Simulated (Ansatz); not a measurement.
A trial structure of C was built thus: 4-connected net of one element (I4/mcm, No. 140). The dimensions are guesses.

```cif
data_structure
_symmetry_space_group_name_H-M 'I4/mcm'
_symmetry_Int_Tables_number 140
_cell_length_a 4.8915
_cell_length_b 4.8915
_cell_length_c 4.0361
_cell_angle_alpha 90.000
_cell_angle_beta 90.000
_cell_angle_gamma 90.000
_cell_volume 96.57
loop_
_atom_site_label
_atom_site_type_symbol
_atom_site_symmetry_multiplicity
_atom_site_Wyckoff_symbol
_atom_site_fract_x
_atom_site_fract_y
_atom_site_fract_z
_atom_site_occupancy
C1 C 16 l 0.85178 0.35178 0.18681 1
```

Method: DFT PBE, scalar-relativistic, plane waves, PAW in Ansatz 0.2.0. Cutoff 420 eV, Gaussian smearing, Γ-centred meshes. Cell and atoms relax first on a coarse mesh and then on a converged one. In between, the cell is made exact in the group found at 0.06 Å. The steps can't lower the symmetry of their start. No spin polarisation.

A guess keeps its type if space group and coordination stay and the shape of the cell changes little (axis ratios within about 15 %, angles within 6°); the volume may change.

Question: Does this structure survive the relaxation?

Answer: It keeps its type. The symmetry stays I4/mcm (No. 140). The volume per atom grows by 6.0 %, from 6.0 to 6.4 Å³. The shortest distance stays 1.50 Å (C–C). The ratio c/a of the conventional cell changes by a factor of 1.03. Counting neighbours within 15 % of an atom's shortest distance, the start has C 4 and the end C 4.

Energies count from the standard state of C at the same level.

Question: At what energy does it end?

Answer: +0.440 eV/atom. It lies above the standard state, so it could only be metastable.

The last run used an 8×8×8 mesh for its 8-atom cell and Gaussian smearing of 0.02 eV. The reference form of C is held partly by dispersion forces, which this level lacks. Symmetry constrained the relaxation, so the result can be a saddle point. Another cell of C relaxed alike, in Fd-3m, lies 0.30 eV/atom lower, so this cell isn't the stable form at this level.
